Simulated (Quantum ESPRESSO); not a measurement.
# MgS (Niningerite) (Fm-3m) in Quantum ESPRESSO: notebook

One crystal, MgS (Niningerite), is run at these levels: r2SCAN; tasks: single point, equation of state.

Everything below comes from runs of Quantum ESPRESSO 7.5. Logs are shortened: lines on timing, memory, paths and dates and some standing lists are left out, and cuts for length are marked.

## Step 1: The structure

Symmetry: Fm-3m, No. 225, cubic system. Conventional cell: a = 5.203 Å, b = 5.203 Å, c = 5.203 Å, α = 90.00°, β = 90.00°, γ = 90.00°. Around S (site symmetry m-3m) lie 6 Mg at 2.60 Å. Mg (site symmetry m-3m) has 6 S at 2.60 Å as nearest neighbours.

## Step 2: Single point, r2SCAN, 16.55 Å³/atom

File pw.in:

```
&CONTROL
  calculation = 'scf'
  prefix = 'pwscf'
  outdir = './tmp'
  pseudo_dir = './pseudo'
  tprnfor = .true.
  tstress = .true.
  disk_io = 'nowf'
/
&SYSTEM
  ibrav = 0
  nat = 2
  ntyp = 2
  ecutwfc = 70
  nbnd = 14
  input_dft = 'r2scan'
  occupations = 'smearing'
  smearing = 'fd'
  degauss = 0.00367493
  nosym = .true.
  nr1 = 40
  nr2 = 40
  nr3 = 40
/
&ELECTRONS
  conv_thr = 1d-08
  electron_maxstep = 120
  mixing_beta = 0.5
/
ATOMIC_SPECIES
S     32.0600 S_ONCV_PBE-1.2.upf
Mg    24.3050 Mg_ONCV_PBE-1.2.upf
CELL_PARAMETERS angstrom
   0.0000000000    2.5485401997    2.5485401997
   2.5485401997    0.0000000000    2.5485401997
   2.5485401997    2.5485401997    0.0000000000
ATOMIC_POSITIONS crystal
S      0.5000000000    0.5000000000    0.5000000000
Mg     0.0000000000    0.0000000000    0.0000000000
K_POINTS automatic
7 7 7 0 0 0
```

Potentials or basis: SG15 PBE 1.2.

The run is started by

```sh
$ OMP_NUM_THREADS=1 mpirun -n 2 pw.x -nk 2 -in pw.in > pw.out
```

pw.out:

```text
This program is part of the open-source Quantum ESPRESSO suite
     for quantum simulation of materials; please cite
         "P. Giannozzi et al., J. Phys.:Condens. Matter 21 395502 (2009);
         "P. Giannozzi et al., J. Phys.:Condens. Matter 29 465901 (2017);
         "P. Giannozzi et al., J. Chem. Phys. 152 154105 (2020);
     in publications or presentations arising from this work. More details at

     IMPORTANT: XC functional enforced from input :
     Exchange-correlation= R2SCAN
                           (   0   0   0   0   0 497 498)
     Any further DFT definition will be discarded
     Please, verify this is what you really want

     K-points division:     npool     =       2
     Subspace diagonalization in iterative solution of the eigenvalue problem:
     a serial algorithm will be used

     G-vector sticks info
     --------------------
     sticks:   dense  smooth     PW     G-vecs:    dense   smooth      PW
     Sum         889     889    271                17573    17573    2975

     Using Slab Decomposition

     bravais-lattice index     =            0
     lattice parameter (alat)  =       6.8109  a.u.
     unit-cell volume          =     223.4092 (a.u.)^3
     number of atoms/cell      =            2
     number of atomic types    =            2
     number of electrons       =        16.00
     number of Kohn-Sham states=           14
     kinetic-energy cutoff     =      70.0000  Ry
     charge density cutoff     =     280.0000  Ry
     scf convergence threshold =      1.0E-08
     mixing beta               =       0.5000
     number of iterations used =            8  plain     mixing
     Exchange-correlation= R2SCAN
                           (   0   0   0   0   0 497 498)

     celldm(1)=   6.810913  celldm(2)=   0.000000  celldm(3)=   0.000000
     celldm(4)=   0.000000  celldm(5)=   0.000000  celldm(6)=   0.000000

     crystal axes: (cart. coord. in units of alat)
               a(1) = (   0.000000   0.707107   0.707107 )
               a(2) = (   0.707107   0.000000   0.707107 )
               a(3) = (   0.707107   0.707107   0.000000 )

     reciprocal axes: (cart. coord. in units 2 pi/alat)
               b(1) = ( -0.707107  0.707107  0.707107 )
               b(2) = (  0.707107 -0.707107  0.707107 )
               b(3) = (  0.707107  0.707107 -0.707107 )

     PseudoPot. # 1 for S  read from file:
     S_ONCV_PBE-1.2.upf
     Pseudo is Norm-conserving, Zval =  6.0
     Generated using ONCVPSP code by D. R. Hamann
     Using radial grid of  602 points,  4 beta functions with:
                l(1) =   0
                l(2) =   0
                l(3) =   1
                l(4) =   1

     PseudoPot. # 2 for Mg read from file:
     Mg_ONCV_PBE-1.2.upf
     Pseudo is Norm-conserving, Zval = 10.0
     Generated using ONCVPSP code by D. R. Hamann
     Using radial grid of  602 points,  4 beta functions with:
                l(1) =   0
                l(2) =   0
                l(3) =   1
                l(4) =   1

     atomic species   valence    mass     pseudopotential
     S                 6.00    32.06000     S ( 1.00)
     Mg               10.00    24.30500     Mg( 1.00)

     No symmetry found

   Cartesian axes

     site n.     atom                  positions (alat units)
         1        S      tau(   1) = (   0.7071068   0.7071068   0.7071068  )
         2        Mg     tau(   2) = (   0.0000000   0.0000000   0.0000000  )

     number of k points=   172  Fermi-Dirac smearing, width (Ry)=  0.0037

     Number of k-points >= 100: set verbosity='high' to print them.

     Dense  grid:    17573 G-vectors     FFT dimensions: (  40,  40,  40)

     WARNING: libxc functional with ID  497 depends
      on external parameters: check the user_guide of
      QE if you need to modify them or to check their
      default values.

     WARNING: libxc functional with ID  498 depends
      on external parameters: check the user_guide of
      QE if you need to modify them or to check their
      default values.

     Initial potential from superposition of free atoms

     starting charge      15.9243, renormalised to      16.0000
     Starting wfcs are random

     Self-consistent Calculation

     iteration #  1     ecut=    70.00 Ry     beta= 0.50
     Davidson diagonalization with overlap
     ethr =  1.00E-02,  avg # of iterations =  8.2

     total energy              =    -129.38485884 Ry
     estimated scf accuracy    <      23.83355517 Ry

     iteration #  2     ecut=    70.00 Ry     beta= 0.50
     Davidson diagonalization with overlap
     ethr =  1.00E-02,  avg # of iterations =  1.0

     total energy              =    -129.45372351 Ry
     estimated scf accuracy    <       5.38418000 Ry

     iteration #  3     ecut=    70.00 Ry     beta= 0.50
     Davidson diagonalization with overlap
     ethr =  1.00E-02,  avg # of iterations =  1.0

     total energy              =    -129.45795574 Ry
     estimated scf accuracy    <       0.01765825 Ry

     iteration #  4     ecut=    70.00 Ry     beta= 0.50
     Davidson diagonalization with overlap
     ethr =  1.10E-04,  avg # of iterations =  1.8

     total energy              =    -129.45819898 Ry
     estimated scf accuracy    <       0.00111390 Ry

     iteration #  5     ecut=    70.00 Ry     beta= 0.50
     Davidson diagonalization with overlap
     ethr =  6.96E-06,  avg # of iterations =  4.0

     total energy              =    -129.45823554 Ry
     estimated scf accuracy    <       0.00001557 Ry

     iteration #  6     ecut=    70.00 Ry     beta= 0.50
     Davidson diagonalization with overlap
     ethr =  9.73E-08,  avg # of iterations =  2.9

     total energy              =    -129.45824080 Ry
     estimated scf accuracy    <       0.00000154 Ry

     iteration #  7     ecut=    70.00 Ry     beta= 0.50
     Davidson diagonalization with overlap
     ethr =  9.65E-09,  avg # of iterations =  1.6

     total energy              =    -129.45824089 Ry
     estimated scf accuracy    <       0.00000008 Ry

     iteration #  8     ecut=    70.00 Ry     beta= 0.50
     Davidson diagonalization with overlap
     ethr =  4.80E-10,  avg # of iterations =  2.2

     total energy              =    -129.45824091 Ry
     estimated scf accuracy    <       0.00000001 Ry

     iteration #  9     ecut=    70.00 Ry     beta= 0.50
     Davidson diagonalization with overlap
     ethr =  8.79E-11,  avg # of iterations =  1.6

     End of self-consistent calculation

     Number of k-points >= 100: set verbosity='high' to print the bands.

     the Fermi energy is     9.2457 ev

!    total energy              =    -129.45824091 Ry
     estimated scf accuracy    <          5.7E-10 Ry
     smearing contrib. (-TS)   =       0.00000000 Ry
     internal energy E=F+TS    =    -129.45824091 Ry

     The total energy is F=E-TS. E is the sum of the following terms:
     one-electron contribution =     -65.80159239 Ry
     hartree contribution      =      33.43847330 Ry
     xc contribution           =     -18.78298995 Ry
     ewald contribution        =     -78.31213187 Ry

     convergence has been achieved in   9 iterations

     Forces acting on atoms (cartesian axes, Ry/au):

     atom    1 type  1   force =    -0.00000002   -0.00000000   -0.00000006
     atom    2 type  2   force =     0.00000002    0.00000000    0.00000006

     Total force =     0.000000     Total SCF correction =     0.000001
     SCF correction compared to forces is large: reduce conv_thr to get better values

     Computing stress (Cartesian axis) and pressure

          total   stress  (Ry/bohr**3)                   (kbar)     P=       59.82
   0.00040666  -0.00000000   0.00000000           59.82       -0.00        0.00
  -0.00000000   0.00040666  -0.00000000           -0.00       59.82       -0.00
   0.00000000  -0.00000000   0.00040666            0.00       -0.00       59.82

=------------------------------------------------------------------------------=
   JOB DONE.
=------------------------------------------------------------------------------=
```

It took 1.8 min on 2 MPI ranks of AMD EPYC 7R43 (Zen 3), shared host; peak memory 0.22 GiB.

Results:

* Free energy: -1761.3691 eV
* Pressure: 6.0 GPa
* Band gap on the k mesh: 3.88 eV, indirect (least direct gap 5.07 eV)

Caveat: the potentials were made for another functional, which shifts forces and pressure; an odd mesh through Γ misses points on the zone boundary, where band edges often lie.

## Step 3: Single point, r2SCAN, 16.91 Å³/atom

Changes to pw.in since step 2:

```diff
@@ -33,5 +33,5 @@
 CELL_PARAMETERS angstrom
-   0.0000000000    2.5485401997    2.5485401997
-   2.5485401997    0.0000000000    2.5485401997
-   2.5485401997    2.5485401997    0.0000000000
+   0.0000000000    2.5664882573    2.5664882573
+   2.5664882573    0.0000000000    2.5664882573
+   2.5664882573    2.5664882573    0.0000000000
 ATOMIC_POSITIONS crystal
```

Potentials or basis: SG15 PBE 1.2.

The run is started by

```sh
$ OMP_NUM_THREADS=1 mpirun -n 2 pw.x -nk 2 -in pw.in > pw.out
```

Run time: 1.8 min. Hardware: 2 MPI ranks of AMD EPYC 7R43 (Zen 3), shared host; peak memory 0.22 GiB.

Results (log left out):

```
Free energy            : -1761.3921 eV
Pressure               : 3.9 GPa
Band gap on the k mesh : 3.84 eV, indirect (least direct gap 4.89 eV)
```

Caveat: the potentials were made for another functional, which shifts forces and pressure; an odd mesh through Γ misses points on the zone boundary, where band edges often lie.

## Step 4: Single point, r2SCAN, 17.26 Å³/atom

Changes to pw.in since step 3:

```diff
@@ -33,5 +33,5 @@
 CELL_PARAMETERS angstrom
-   0.0000000000    2.5664882573    2.5664882573
-   2.5664882573    0.0000000000    2.5664882573
-   2.5664882573    2.5664882573    0.0000000000
+   0.0000000000    2.5841887356    2.5841887356
+   2.5841887356    0.0000000000    2.5841887356
+   2.5841887356    2.5841887356    0.0000000000
 ATOMIC_POSITIONS crystal
```

The run is started by

```sh
$ OMP_NUM_THREADS=1 mpirun -n 2 pw.x -nk 2 -in pw.in > pw.out
```

It took 1.8 min on 2 MPI ranks of AMD EPYC 7R43 (Zen 3), shared host; peak memory 0.22 GiB.

The run converged. Its results:

| Property | Result |
| --- | --- |
| Free energy | -1761.4064 eV |
| Pressure | 2.0 GPa |
| Band gap on the k mesh | 3.79 eV, indirect (least direct gap 4.71 eV) |

Caveat: the potentials were made for another functional, which shifts forces and pressure; an odd mesh through Γ misses points on the zone boundary, where band edges often lie.

## Step 5: Single point, r2SCAN, 17.61 Å³/atom

Changes to pw.in since step 4:

```diff
@@ -33,5 +33,5 @@
 CELL_PARAMETERS angstrom
-   0.0000000000    2.5841887356    2.5841887356
-   2.5841887356    0.0000000000    2.5841887356
-   2.5841887356    2.5841887356    0.0000000000
+   0.0000000000    2.6016500000    2.6016500000
+   2.6016500000    0.0000000000    2.6016500000
+   2.6016500000    2.6016500000    0.0000000000
 ATOMIC_POSITIONS crystal
```

The run is started by

```sh
$ OMP_NUM_THREADS=1 mpirun -n 2 pw.x -nk 2 -in pw.in > pw.out
```

It took 1.7 min on 2 MPI ranks of AMD EPYC 7R43 (Zen 3), shared host; peak memory 0.24 GiB.

The run converged. Its results:

```
Free energy            : -1761.4128 eV
Pressure               : 0.3 GPa
Band gap on the k mesh : 3.74 eV, indirect (least direct gap 4.54 eV)
```

Caveat: the potentials were made for another functional, which shifts forces and pressure; an odd mesh through Γ misses points on the zone boundary, where band edges often lie.

## Step 6: Single point, r2SCAN, 17.96 Å³/atom

Changes to pw.in since step 5:

```diff
@@ -33,5 +33,5 @@
 CELL_PARAMETERS angstrom
-   0.0000000000    2.6016500000    2.6016500000
-   2.6016500000    0.0000000000    2.6016500000
-   2.6016500000    2.6016500000    0.0000000000
+   0.0000000000    2.6188799723    2.6188799723
+   2.6188799723    0.0000000000    2.6188799723
+   2.6188799723    2.6188799723    0.0000000000
 ATOMIC_POSITIONS crystal
```

Potentials or basis: SG15 PBE 1.2.

The run is started by

```sh
$ OMP_NUM_THREADS=1 mpirun -n 2 pw.x -nk 2 -in pw.in > pw.out
```

Run time: 1.9 min. Hardware: 2 MPI ranks of AMD EPYC 7R43 (Zen 3), shared host; peak memory 0.24 GiB.

Results (log left out):

| Quantity | Value |
| --- | --- |
| Free energy | -1761.4121 eV |
| Pressure | -1.2 GPa |
| Band gap on the k mesh | 3.69 eV, indirect (least direct gap 4.38 eV) |

Caveat: the potentials were made for another functional, which shifts forces and pressure; an odd mesh through Γ misses points on the zone boundary, where band edges often lie.

## Step 7: Single point, r2SCAN, 18.31 Å³/atom

Changes to pw.in since step 6:

```diff
@@ -33,5 +33,5 @@
 CELL_PARAMETERS angstrom
-   0.0000000000    2.6188799723    2.6188799723
-   2.6188799723    0.0000000000    2.6188799723
-   2.6188799723    2.6188799723    0.0000000000
+   0.0000000000    2.6358861629    2.6358861629
+   2.6358861629    0.0000000000    2.6358861629
+   2.6358861629    2.6358861629    0.0000000000
 ATOMIC_POSITIONS crystal
```

The run is started by

```sh
$ OMP_NUM_THREADS=1 mpirun -n 2 pw.x -nk 2 -in pw.in > pw.out
```

Wall time 1.9 min (2 MPI ranks of AMD EPYC 7R43 (Zen 3), shared host); peak memory 0.24 GiB.

The run converged. Its results:

```
Free energy            : -1761.4049 eV
Pressure               : -2.6 GPa
Band gap on the k mesh : 3.65 eV, indirect (least direct gap 4.23 eV)
```

Caveat: the potentials were made for another functional, which shifts forces and pressure; an odd mesh through Γ misses points on the zone boundary, where band edges often lie.

## Step 8: Single point, r2SCAN, 18.67 Å³/atom

Changes to pw.in since step 7:

```diff
@@ -33,5 +33,5 @@
 CELL_PARAMETERS angstrom
-   0.0000000000    2.6358861629    2.6358861629
-   2.6358861629    0.0000000000    2.6358861629
-   2.6358861629    2.6358861629    0.0000000000
+   0.0000000000    2.6526756995    2.6526756995
+   2.6526756995    0.0000000000    2.6526756995
+   2.6526756995    2.6526756995    0.0000000000
 ATOMIC_POSITIONS crystal
```

The run is started by

```sh
$ OMP_NUM_THREADS=1 mpirun -n 2 pw.x -nk 2 -in pw.in > pw.out
```

Run time: 2 min. Hardware: 2 MPI ranks of AMD EPYC 7R43 (Zen 3), shared host; peak memory 0.24 GiB.

The run converged. Its results:

* Free energy: -1761.3918 eV
* Pressure: -3.9 GPa
* Band gap on the k mesh: 3.60 eV, indirect (least direct gap 4.08 eV)

Caveat: the potentials were made for another functional, which shifts forces and pressure; an odd mesh through Γ misses points on the zone boundary, where band edges often lie.

## Step 9: Equation of state, r2SCAN

Potentials or basis: SG15 PBE 1.2.

This step only gathers the single runs of the series.

What came out:

- Equilibrium volume: 17.75 Å³/atom
- Bulk modulus: 79 GPa
- Pressure derivative of the bulk modulus: 3.9

Energy against volume, from the lowest point:
| volume (Å³/atom) | energy (meV/atom) |
| --- | --- |
| 16.553 | 21.87 |
| 16.905 | 10.37 |
| 17.257 | 3.22 |
| 17.609 | 0.00 |
| 17.962 | 0.38 |
| 18.314 | 3.97 |
| 18.666 | 10.53 |

Caveat: the potentials were made for another functional, which shifts forces and pressure. Zero-point motion and thermal expansion aren't in these numbers.
